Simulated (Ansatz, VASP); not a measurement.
MnF2: VASP beside Ansatz

Contents of INCAR:

```
SYSTEM = MnF2
PREC = Accurate ; ENCUT = 600
EDIFF = 1E-6 ; ISMEAR = 0
SIGMA = 0.02 ; LREAL = .False.
LASPH = .True. ; NELM = 150
ALGO = Normal ; ISIF = 3
LWAVE = .False. ; LCHARG = .False.
ISPIN = 2 ; MAGMOM = 4.33 -4.33 0 0 0 0
LORBIT = 11 ; LMAXMIX = 4
GGA = PE ; IBRION = 2
NSW = 100 ; EDIFFG = -0.01
```

The input KPOINTS:

```
regular mesh
0
Gamma
  4 4 4
  0 0 0
```

POSCAR

```
MnF2
1.0
    0.0000000000      4.5858922036      4.5858922036
    4.5858922036      0.0000000000      4.5858922036
    4.5858922036      4.5858922036      0.0000000000
Mn F
2 4
Direct
    0.5000000000      0.5000000000      0.5000000000
    0.2500000000      0.2500000000      0.2500000000
    0.3750000152      0.3750000152      0.8749999544
    0.8749999544      0.3750000152      0.3750000152
    0.3750000152      0.3750000152      0.3750000152
    0.3750000152      0.8749999544      0.3750000152
```

Input for Ansatz:

```yaml
crystal:
  lattice:
    - [0.0, 4.5858922036, 4.5858922036]
    - [4.5858922036, 0.0, 4.5858922036]
    - [4.5858922036, 4.5858922036, 0.0]
  atoms:
    - { symbol: Mn, position: [0.5, 0.5, 0.5], spin: 4.33 }
    - { symbol: Mn, position: [0.25, 0.25, 0.25], spin: -4.33 }
    - { symbol: F, position: [0.3750000152, 0.3750000152, 0.8749999544] }
    - { symbol: F, position: [0.8749999544, 0.3750000152, 0.3750000152] }
    - { symbol: F, position: [0.3750000152, 0.3750000152, 0.3750000152] }
    - { symbol: F, position: [0.3750000152, 0.8749999544, 0.3750000152] }
basis:
  ecutwfc: 420
kpoints:
  mp_grid: { grid: [4, 4, 4] }
hamiltonian:
  xc: pbe
scf:
  occupations: { method: gaussian, width: 0.02 }
output:
  forces: true
  stress: true
  eigenvalues: true
  populations: true
  write_density: true
  write_potential: true
  elf: true
  volumetric_format: npy
magnetization:
  spin_polarized: true
relax:
  adjacent_minimum: "off"
  f_tol: 0.01
  max_steps: 80
  cell: { stress_tol: 0.05 }
```

Alike in both runs: task relaxation of cell and atoms; functional PBE; k mesh 4 × 4 × 4; occupations gaussian, width 0.02 eV; collinear spin.

```csv
,VASP,Ansatz
version,VASP 6.6.1,Ansatz 0.2.0
potentials or method,"VASP PAW PBE potentials, release 64 (Mn_pv, F)","scalar-relativistic, plane waves, PAW"
plane-wave cutoff (eV),600,420
valence electrons in the cell,54,58
```

```tsv
	VASP	Ansatz	Ansatz less VASP
gap on the k mesh at the Fermi level, each at its own relaxed structure (eV)	2.88	2.85	-0.035
net moment per atom (μB)	0.00	0.00	0.000
size of the moment on the site where the two differ most (μB)	4.45	3.94	-0.510
relaxed volume (Å³/atom)	32.23	32.15	-0.082
relaxed cell length with the largest relative difference (Å)	6.491	6.485	-0.0055
```

Site moments also hang on the region over which each program counts them. The two sets of potentials don't hold the same shells in valence. Ansatz warned: «xc_potential_rough_in_thin_density».

A k mesh can miss the band edges. As with any semilocal functional, this PBE gap is likely too small.
